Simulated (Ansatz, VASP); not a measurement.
## ZrSi6 in VASP and in Ansatz

```
CELL_PARAMETERS angstrom
4.75250 0.00000 0.00000
0.00000 4.75250 0.00000
0.00000 0.00000 4.75250
ATOMIC_POSITIONS crystal
Zr 0.00000 0.00000 0.00000
Si 0.20700 0.50000 0.50000
Si 0.50000 0.20700 0.50000
Si 0.79300 0.50000 0.50000
Si 0.50000 0.79300 0.50000
Si 0.50000 0.50000 0.20700
Si 0.50000 0.50000 0.79300
```

Change from the starting cell: species swapped into the YB6 type (Pm-3m, No. 221).

Alike in both runs: task relaxation of cell and atoms; functional PBE; k mesh 4 × 4 × 4; occupations gaussian, width 0.1 eV; no spin polarisation.

|  | VASP | Ansatz |
| --- | --- | --- |
| version | VASP 6.6.1 | Ansatz 0.2.0 |
| potentials or method | VASP PAW PBE potentials, release 64 (Zr_sv, Si) | scalar-relativistic, plane waves, PAW |
| plane-wave cutoff (eV) | 600 | 420 |
| valence electrons in the cell | 36 | 36 |

Ansatz gave:

```
gap on the k mesh at the Fermi level, each at its own relaxed structure (eV) : none
relaxed volume (Å³/atom)                                                     : 25.88
relaxed cell length with the largest relative difference (Å)                 : 5.659
energy change over the relaxation (meV/atom)                                 : -1979
```

Question: Estimate VASP's values.

Answer: gap on the k mesh at the Fermi level, each at its own relaxed structure (eV): none; relaxed volume (Å³/atom): 25.93; relaxed cell length with the largest relative difference (Å): 5.662; energy change over the relaxation (meV/atom): -1959.

A gap of «none» marks a metal or a gap that the smearing closes.

Caveats: the volume moved by over 15 % at a fixed basis, so the end points are rough (VASP).
